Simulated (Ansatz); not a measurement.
## SiC (Moissanite) under changes of volume

One of the cells (10.341 Å³/atom); the others are scaled copies at fixed shape and fractional positions:

```
Si C
1.0
     3.07600    0.00000    0.00000
    -1.53800    2.66389    0.00000
     0.00000    0.00000    5.04800
Si C
2 2
Cartesian
  1.5380 0.8880 2.5240
  0.0000 1.7759 0.0000
  1.5380 0.8880 4.4675
  0.0000 1.7759 1.9435
```

- Program: Ansatz 0.2.0
- Functional: r2SCAN
- Dispersion: D3(BJ)
- Potentials or basis: Ansatz PAW
- Cutoff: 500 eV (not typed: the program's choice for these potentials)
- k mesh: 10 × 10 × 5
- Occupations: fermi-dirac, width 0.05 eV
- Spin: no spin polarisation

```csv
volume (Å³/atom),energy over the lowest point (meV/atom),pressure (GPa),gap on the mesh (eV),largest force (eV/Å)
9.721,20.92,13.6,2.77,0.876
9.927,?,?,?,?
10.134,0.38,2.7,2.83,0.805
10.341,0.00,-2.0,2.85,0.772
10.548,5.40,-6.3,2.88,0.741
10.755,16.03,-10.1,2.90,0.712
10.961,31.40,-13.6,2.89,0.684
```

Q: What does the run at 9.927 Å³/atom give?

A: Energy over the lowest point 7.13 meV/atom; pressure 7.9 GPa; gap on the mesh 2.80 eV; largest force 0.839 eV/Å.

Worked out: A Birch-Murnaghan fit of order 3 (a polynomial in V^(-2/3)) to the other rows has its minimum at 10.25 Å³/atom with B0 = V·E''(V) = 232 GPa and B' = 3.8 at fixed shape and positions, which overstates the stiffness. It gives 7.17 meV/atom at 9.927 Å³/atom, against the run's 7.13, and -dE/dV = 7.9 GPa, against 7.9. A parabola through the other rows of the gap, of slope 1.57 eV per unit of ln V there, gives 2.80 eV, against the run's 2.80.

Energies are extrapolated to zero smearing.

Caveats: odd divisions of the mesh miss points on the zone boundary, where band edges often lie, so the gap on the mesh can be too wide; the PAW data sets come from PBE, with cores solved anew for the run's functional, which leaves a small shift of forces and pressure; the dispersion damping was fitted for another functional or another form of the correction.

A mesh can miss the band edges.
